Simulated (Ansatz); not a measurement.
Set up this calculation in Ansatz 0.2.0, as the native input.

```
Task                : band structure
Functional          : revPBE
Potentials or basis : all-electron LAPW, scalar-relativistic
Cutoff              : 283 eV (chosen from the basis error)
Basis error allowed : 0.001 eV/atom
k mesh              : 8 × 8 × 8
Occupations         : fermi-dirac, width 0.05 eV
Spin                : no spin polarisation
```

The system is InAs.

```
In As
1.0
     0.00000    3.01800    3.01800
     3.01800    0.00000    3.01800
     3.01800    3.01800    0.00000
In As
1 1
Direct
  0.00000 0.00000 0.00000
  0.75000 0.75000 0.75000
```

One way to write it, as run:

input.yaml

```yaml
crystal:
  lattice:
    - [0.0, 3.018, 3.018]
    - [3.018, 0.0, 3.018]
    - [3.018, 3.018, 0.0]
  atoms:
    - { symbol: In, position: [0.0, 0.0, 0.0] }
    - { symbol: As, position: [0.75, 0.75, 0.75] }
kpoints:
  mp_grid: { grid: [8, 8, 8] }
  band_path:
    path:
      - [0.0, 0.0, 0.0]
      - [0.5, 0.0, 0.5]
      - [0.5, 0.25, 0.75]
      - [0.375, 0.375, 0.75]
      - [0.0, 0.0, 0.0]
      - [0.5, 0.5, 0.5]
      - [0.625, 0.25, 0.625]
      - [0.5, 0.25, 0.75]
    npoints: 6
scf:
  occupations: { method: fermi_dirac, width: 0.05 }
hamiltonian:
  xc: revpbe
  pseudopotentials: { kind: all_electron, lapw: { basis_error: 0.001 } }
output:
  forces: true
  stress: true
  eigenvalues: true
```

Potentials or basis: all-electron LAPW, scalar-relativistic.

Command:

```sh
$ ansatz run input.yaml --threads 1 --pin off --max-ram 3072MiB --backend cpu --events-out ev --progress --plain --runs-dir out
```

It gave:

* Pressure: 5.6 GPa
* Band gap along the path: none (metal or under the smearing width)

Caveat: spin-orbit coupling is left out, which moves the levels of the heavy elements.

It took 21 s on 1 thread of Arm Neoverse V1, on a shared host, peak memory 0.3 GiB.
